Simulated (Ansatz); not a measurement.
# Bi2TeSe2 (Skippenite) (R-3m) in Ansatz: reference runs

Aim: a first look at Bi2TeSe2 (Skippenite) with PBEsol, on the cell as given and on a disturbed one.

Everything below comes from runs of Ansatz 0.2.0. Logs are shortened: lines on timing, memory, paths and dates and some standing lists are left out, and cuts for length are marked.

### 1 The crystal as given

It takes space group R-3m (No. 166, trigonal). The conventional cell has a = 4.183 Å, b = 4.183 Å, c = 29.137 Å, α = 90.00°, β = 90.00°, γ = 120.00°. Around Bi (site symmetry 3m) lie 3 Se at 2.93 Å and 3 Te at 3.06 Å. Te (site symmetry -3m) is surrounded by 6 Bi at 3.06 Å. Around Se (site symmetry 3m) lie 3 Bi at 2.93 Å.

### 2 Single point, PBEsol

input.yaml

```yaml
crystal:
  lattice:
    - [2.0915, 1.207528088, 9.7123333333]
    - [-2.0915, 1.207528088, 9.7123333333]
    - [0.0, -2.415056176, 9.7123333333]
  atoms:
    - { symbol: Bi, position: [0.60194, 0.60194, 0.60194] }
    - { symbol: Bi, position: [0.39806, 0.39806, 0.39806] }
    - { symbol: Te, position: [0.0, 0.0, 0.0] }
    - { symbol: Se, position: [0.7884, 0.7884, 0.7884] }
    - { symbol: Se, position: [0.2116, 0.2116, 0.2116] }
kpoints:
  mp_grid: { grid: [7, 7, 7] }
scf:
  occupations: { method: fermi_dirac, width: 0.05 }
hamiltonian:
  xc: pbesol
  pseudopotentials: { kind: all_electron, lapw: { basis_error: 0.001 } }
output:
  forces: true
  stress: true
  eigenvalues: true
  populations: true
```

Potentials or basis: all-electron LAPW, scalar-relativistic.

On the command line:

```sh
> ansatz run input.yaml --threads 4 --pin off --max-ram 12288MiB --backend cpu --events-out ev --progress --plain --runs-dir out
```

Log:

```text
Warning: RAYON_NUM_THREADS=4 ignored (pool sized by the plan → 4); use --threads N
Bi: projections on atomic orbitals take those of the free atom 1s2 2s2 2p6 3s2 3p6 3d10 4s2 4p6 4d10 4f14 5s2 5p6 5d10 6s2 6p3, of charge +0.00 (hamiltonian.pseudopotentials.projection_atoms)
Te: projections on atomic orbitals take those of the free atom 1s2 2s2 2p6 3s2 3p6 3d10 4s2 4p6 4d10 5s2 5p4, of charge +0.00 (hamiltonian.pseudopotentials.projection_atoms)
Se: projections on atomic orbitals take those of the free atom 1s2 2s2 2p6 3s2 3p6 3d10 4s2 4p4, of charge +0.00 (hamiltonian.pseudopotentials.projection_atoms)
LAPW: plane waves up to 7.419 Å⁻¹, error target 1.0e-3 eV per atom; small_component_spin mean_spin; Se in spheres of 1.386 Å, 24 of its electrons in bands, Dirac shells []; Te in spheres of 1.519 Å, 24 of its electrons in bands, Dirac shells []; Bi in spheres of 1.545 Å, 37 of its electrons in bands, Dirac shells [] (how accurate: hamiltonian.pseudopotentials.lapw.basis_error, Limitations)
Engine: ansatz 0.2.0, x86_64-unknown-linux-gnu
Pseudopotentials: kind: all_electron
Pseudopotential: Bi, LAPW, valence charge 37, lapw/all_electron/scalar/gaussian/Bi, Koelling and Harmon's equation, gaussian nucleus
Pseudopotential: Te, LAPW, valence charge 24, lapw/all_electron/scalar/gaussian/Te, Koelling and Harmon's equation, gaussian nucleus
Pseudopotential: Se, LAPW, valence charge 24, lapw/all_electron/scalar/gaussian/Se, Koelling and Harmon's equation, gaussian nucleus
Functional definition: PBEsol
  exchange = pbesol_x
  correlation = pbesol_c
Crystal: 5 atoms, lattice volume = 147.174 Å³
Basis set: ecut = 209.7204549805596 eV, 989 PW (Γ), FFT grids on a1−a3, a2−a3, a3, exchange–correlation at level 2
Bands: 88, of which v1, the nominal top of the filled ones, is band 73 counted from 1 (72 counted from 0)
Symmetry: 12 space group operations
Space group: R-3m (ITA 166), of the structure as read, at distance tolerance 5.3e-5 Å
k-points: 44 of 343
Non-local potential: Bi, projectors of the file, none
Non-local potential: Te, projectors of the file, none
Non-local potential: Se, projectors of the file, none
Initial density: superposition of atomic densities (chi_scale 0.1, normalization cell, long waves of neutral atoms (reshape's long-wave potential 2.24 eV rms, cloud 2.68 Å wide))
Initial wavefunctions: plane waves of lowest kinetic energy (no species holds an atomic orbital)
Functional: x = pbesol(κ = 0.804, μ = 0.12345679012345678), c = pbesol(β = 0.046)
iter 1 solved again at ethr=2.86e-3 eV; its pass at ethr=1.00e-1 eV (dr2=4.18e0 eV) is discarded
SCF iter   1: F=—  HF=-1488072.356897 eV  |F-HF|=—  |Δ(HF+E_count)|=         —  Δρ=2.44e-2  dr2=4.18e0  ethr=2.86e-3  ⟨swp⟩=2.0  Hψ=23837  notcnv=0
preconditioner: auto → Resta (q_TF=auto, 2.725 Å⁻¹)  ε∞=2.3  [insulator: Δε(μ)=0.929 eV  Ē_g=18.472 eV  σ=0.050 eV  W_gap=1.00  n_scr=44 (ndim 8)  ℏωp=21.2 eV  f_vac=0.137  D(μ)=0.00/eV (n_scr^D=0)  ε∞_Penn≈2.3]
SCF iter   2: F=—  HF=-1488072.153204 eV  |F-HF|=—  |Δ(HF+E_count)|=   2.04e-1  Δρ=1.71e-2  dr2=4.60e0  ethr=2.86e-3  ⟨swp⟩=3.0  Hψ=11653  notcnv=0
preconditioner: auto → Kerker (q_TF=auto, 2.725 Å⁻¹)  [metal: Δε(μ)=0.043 eV  Ē_g=11.519 eV  σ=0.050 eV  W_gap=0.21  n_scr=44 (ndim 8)  ℏωp=16.2 eV  f_vac=0.143  D(μ)=0.07/eV (n_scr^D=0)]
iter 3 solved again at ethr=1.73e-4 eV; its pass at ethr=2.86e-3 eV (dr2=2.52e-1 eV) is discarded
SCF iter   3: F=—  HF=-1488071.683385 eV  |F-HF|=—  |Δ(HF+E_count)|=   4.70e-1  Δρ=9.49e-3  dr2=2.52e-1  ethr=1.73e-4  ⟨swp⟩=2.0  Hψ=18787  notcnv=0
SCF iter   4: F=—  HF=-1488071.651635 eV  |F-HF|=—  |Δ(HF+E_count)|=         —  Δρ=3.44e-3  dr2=1.60e-1  ethr=1.73e-4  ⟨swp⟩=2.0  Hψ=11390  notcnv=0
the basis was enlarged: its passes take 182.2 KiB over the memory plan, 4 of 4 planned eigensolver slots
SCF iter   5: F=—  HF=-1488071.637151 eV  |F-HF|=—  |Δ(HF+E_count)|=   1.45e-2  Δρ=1.18e-3  dr2=5.05e-3  ethr=1.09e-4  ⟨swp⟩=2.0  Hψ=10920  notcnv=0
SCF iter   6: F=—  HF=-1488071.635880 eV  |F-HF|=—  |Δ(HF+E_count)|=   1.27e-3  Δρ=7.77e-4  dr2=3.05e-3  ethr=3.46e-6  ⟨swp⟩=2.0  Hψ=11354  notcnv=0
SCF iter   7: F=—  HF=-1488071.635502 eV  |F-HF|=—  |Δ(HF+E_count)|=   3.77e-4  Δρ=3.31e-4  dr2=3.20e-4  ethr=2.09e-6  ⟨swp⟩=2.0  Hψ=11354  notcnv=0
SCF iter   8: F=—  HF=-1488071.635610 eV  |F-HF|=—  |Δ(HF+E_count)|=   1.07e-4  Δρ=1.53e-4  dr2=2.06e-4  ethr=2.19e-7  ⟨swp⟩=2.6  Hψ=11384  notcnv=0
SCF iter   9: F=—  HF=-1488071.635622 eV  |F-HF|=—  |Δ(HF+E_count)|=   1.25e-5  Δρ=8.71e-5  dr2=9.79e-5  ethr=1.41e-7  ⟨swp⟩=2.2  Hψ=11364  notcnv=0
SCF iter  10: F=—  HF=-1488071.635614 eV  |F-HF|=—  |Δ(HF+E_count)|=   8.30e-6  Δρ=4.18e-5  dr2=4.91e-6  ethr=6.71e-8  ⟨swp⟩=2.0  Hψ=11354  notcnv=0
SCF iter  11: F=—  HF=-1488071.635616 eV  |F-HF|=—  |Δ(HF+E_count)|=   2.67e-6  Δρ=2.35e-5  dr2=1.69e-6  ethr=3.36e-9  ⟨swp⟩=3.0  Hψ=11542  notcnv=0
SCF iter  12: F=—  HF=-1488071.635617 eV  |F-HF|=—  |Δ(HF+E_count)|=   7.60e-7  Δρ=5.80e-6  dr2=1.13e-7  ethr=1.16e-9  ⟨swp⟩=3.0  Hψ=11665  notcnv=0
SCF iter  13: F=-1488071.635617 eV  HF=-1488071.635617 eV  |F-HF|=4.21e-8  |Δ(HF+E_count)|=   7.12e-8  Δρ=3.95e-6  dr2=7.62e-8  ethr=7.75e-11  ⟨swp⟩=3.0  Hψ=11486  notcnv=0
SCF 1 converged in 13 iterations: F = -1488071.635617 eV  dr2 = 7.62e-8
SCF converged after 13 iterations
Free energy (F): -1488071.635617 eV
Harris-Foulkes:  -1488071.635617 eV  (|F-HF|=4.21e-8)
Internal energy: -1488071.635548 eV  (E = F + TS)
E sigma→0 (E₀):  -1488071.635583 eV
Entropy (-TS):   -0.000069 eV (-0.014 meV/atom)
Fermi energy:    11.875923 eV
--- Per-component energies (eV) ---
  E_band       = -9666.748443
  E_kinetic    = 1686021.922306
  E_xc         = -30711.609191
  E_electrostatic = -3143381.948663  (all electrons and nuclei)
  E_smearing   = -0.000069  (= −TS)
  E_closure    = 0.000000  (closes the sum)
  E_atoms      = -1488050.729999  (free atoms, spherical and without spin; not in F)
  Σ components = -1488071.635617   (vs F -1488071.635617, Δ=0.00e0)
  Basis errors (estimates in eV, not in F): energy 4.0e-4 per atom: plane waves 3.5e-4 (1.9e-4 summed), levels above the bands 5.5e-74, relativity 1.5e-8, radial functions 4.8e-5, core shells 2.9e-8; eigenvalues (radial functions only) 1.6e-6; not estimated: angular momenta, meshes, grids; target (lapw.basis_error) 1.0e-3; muffin-tin radii Se 1.386 Å, Te 1.519 Å, Bi 1.545 Å
--- Forces (eV/Å), atoms counted from 1 ---
  atom   1  Bi    -0.00000000     0.00000000    -1.79229364
  atom   2  Bi    -0.00000000    -0.00000000     1.79229364
  atom   3  Te    -0.00000000     0.00000000    -0.00000000
  atom   4  Se     0.00000000     0.00000000    -0.56269272
  atom   5  Se     0.00000000    -0.00000000     0.56269272
  max |Σ_I F_I| component: 2.22e-16 eV/Å
--- Stress (GPa, compression-positive) ---
        1.789348       0.000000       0.000000
        0.000000       1.789348      -0.000000
        0.000000      -0.000000       2.070616
  P = ⅓ Tr σ = 1.8831 GPa (18.831 kbar)
--- Band table (eV; the first three rows and the last of 44) ---
  k-point 0: bands = ["-195.4791", "-195.4791", "-147.5233", "-141.7314", "-141.7314", "-136.8765", "-136.8765", "-136.8739", "-136.8739", "-136.8739", "-136.8739", "-136.8736", "-136.8736", "-136.8717", "-136.8717", "-136.8717", "-136.8717", "-136.8717", "-136.8717", "-135.1522", "-135.1522", "-135.1379", "-135.1379", "-135.1379", "-135.1379", "-97.6430", "-97.6248", "-97.6248", "-79.9423", "-79.9423", "-79.9423", "-79.9423", "-79.9409", "-79.9409", "-35.5769", "-35.5767", "-35.5744", "-35.5744", "-35.5737", "-35.5737", "-35.5633", "-35.5633", "-35.5632", "-35.5632", "-25.1022", "-25.1022", "-25.0988", "-25.0786", "-25.0786", "-11.3586", "-11.3586", "-11.3532", "-11.3532", "-11.3442", "-11.3416", "-11.3372", "-11.3372", "-11.3334", "-11.3334", "-2.5549", "-1.6744", "-0.7211", "1.7637", "3.5789", "9.5956", "9.6490", "9.7686", "9.7686", "10.1222", "10.1222", "10.7197", "10.7197", "11.6542", "12.0815", "12.6527", "12.6527", "13.8886", "14.3324", "14.3324", "17.0247", "17.8443", "17.8443", "17.8559", "18.5560", "19.3663", "19.3663", "19.9924", "19.9924"]
  k-point 1: bands = ["-195.4791", "-195.4791", "-147.5233", "-141.7314", "-141.7314", "-136.8765", "-136.8765", "-136.8739", "-136.8739", "-136.8739", "-136.8739", "-136.8736", "-136.8736", "-136.8717", "-136.8717", "-136.8717", "-136.8717", "-136.8717", "-136.8717", "-135.1522", "-135.1522", "-135.1379", "-135.1379", "-135.1379", "-135.1379", "-97.6430", "-97.6248", "-97.6248", "-79.9423", "-79.9423", "-79.9423", "-79.9423", "-79.9409", "-79.9409", "-35.5769", "-35.5767", "-35.5744", "-35.5744", "-35.5738", "-35.5737", "-35.5633", "-35.5632", "-35.5632", "-35.5632", "-25.1023", "-25.1022", "-25.0986", "-25.0786", "-25.0782", "-11.3621", "-11.3561", "-11.3554", "-11.3500", "-11.3423", "-11.3403", "-11.3374", "-11.3367", "-11.3347", "-11.3323", "-2.3573", "-1.5242", "-0.5938", "1.6943", "3.3084", "8.4434", "8.7687", "9.2097", "9.2575", "10.1180", "10.5271", "10.5515", "10.5938", "11.0905", "13.0413", "13.2138", "13.3809", "13.8486", "14.3831", "14.8797", "16.3179", "17.1967", "18.1579", "18.7212", "19.2553", "19.6042", "19.7152", "19.9681", "20.6683"]
  k-point 2: bands = ["-195.4791", "-195.4791", "-147.5233", "-141.7314", "-141.7314", "-136.8765", "-136.8765", "-136.8739", "-136.8739", "-136.8739", "-136.8739", "-136.8736", "-136.8736", "-136.8717", "-136.8717", "-136.8717", "-136.8717", "-136.8717", "-136.8717", "-135.1522", "-135.1522", "-135.1379", "-135.1379", "-135.1379", "-135.1379", "-97.6430", "-97.6248", "-97.6248", "-79.9423", "-79.9423", "-79.9423", "-79.9423", "-79.9409", "-79.9409", "-35.5768", "-35.5767", "-35.5744", "-35.5743", "-35.5738", "-35.5737", "-35.5633", "-35.5632", "-35.5632", "-35.5631", "-25.1027", "-25.1022", "-25.0981", "-25.0785", "-25.0771", "-11.3710", "-11.3637", "-11.3515", "-11.3451", "-11.3449", "-11.3397", "-11.3340", "-11.3314", "-11.3297", "-11.3284", "-1.7853", "-1.1293", "-0.2733", "1.3747", "2.5668", "7.0172", "8.2269", "8.2675", "8.5586", "9.4471", "9.4931", "10.6087", "10.6658", "11.1705", "12.9118", "13.3416", "13.5316", "14.9138", "15.1401", "15.3477", "16.3427", "17.8686", "18.3309", "19.2142", "19.7833", "20.1157", "20.4883", "20.8872", "21.2821"]
  k-point 43: bands = ["-195.4791", "-195.4791", "-147.5233", "-141.7314", "-141.7314", "-136.8765", "-136.8765", "-136.8739", "-136.8739", "-136.8739", "-136.8739", "-136.8736", "-136.8736", "-136.8717", "-136.8717", "-136.8717", "-136.8717", "-136.8717", "-136.8717", "-135.1522", "-135.1522", "-135.1379", "-135.1379", "-135.1379", "-135.1379", "-97.6430", "-97.6248", "-97.6248", "-79.9423", "-79.9423", "-79.9423", "-79.9423", "-79.9409", "-79.9409", "-35.5769", "-35.5767", "-35.5744", "-35.5744", "-35.5738", "-35.5737", "-35.5633", "-35.5632", "-35.5632", "-35.5632", "-25.1023", "-25.1022", "-25.0986", "-25.0786", "-25.0781", "-11.3621", "-11.3561", "-11.3554", "-11.3500", "-11.3422", "-11.3403", "-11.3375", "-11.3367", "-11.3347", "-11.3323", "-2.2551", "-1.7987", "-0.2514", "1.3767", "3.4749", "8.3433", "9.0189", "9.2674", "9.3364", "9.8608", "9.9122", "10.7412", "10.8171", "11.4918", "12.4839", "12.9733", "13.4851", "14.1884", "14.5502", "14.9391", "16.5010", "17.3384", "18.1496", "18.2740", "18.8126", "19.2962", "19.8799", "20.3674", "20.4777"]
--- Löwdin populations: 5 sites ---
  site symbol       q [e]
     0     Bi     82.5402
     1     Bi     82.5402
     2     Te     52.1663
     3     Se     34.2811
     4     Se     34.2811
  spilling = 0.000668 (of n_electrons = 286.000000)
```

It took 17 s on 4 threads of Intel Xeon 6975P-C (Granite Rapids), shared host; peak memory 1 GiB.

Results:

```yaml
Free_energy: -1488071.6356 eV
Pressure: 1.9 GPa
Largest_force: 1.792 eV/Å
Band_gap_on_the_k_mesh: 0.43 eV, direct
Loewdin_charges: Bi +0.46; Te -0.17; Se -0.28 e
```

Forces on the atoms (eV/Å):
```
Bi   0.000  0.000 -1.792
Bi   0.000  0.000  1.792
Te   0.000  0.000  0.000
Se   0.000  0.000 -0.563
Se   0.000  0.000  0.563
```

Levels at points of the mesh, in eV from the valence-band top:
| k point | band 70 | band 71 | band 72 | band 73 | band 74 | band 75 | band 76 | band 77 |
| --- | --- | --- | --- | --- | --- | --- | --- | --- |
| (0.00, 0.00, 0.00) | -1.53 | -0.93 | -0.93 | 0.00 | 0.43 | 1.00 | 1.00 | 2.23 |

Caveat: spin-orbit coupling is left out, which as a rule narrows the gap of such compounds by several tenths of an eV; an odd mesh through Γ misses points on the zone boundary, where band edges often lie; forces of over 1 eV/Å show positions far from the minimum, so gaps and moduli don't describe the material at rest.

(Part 1 of 2 ends here.)
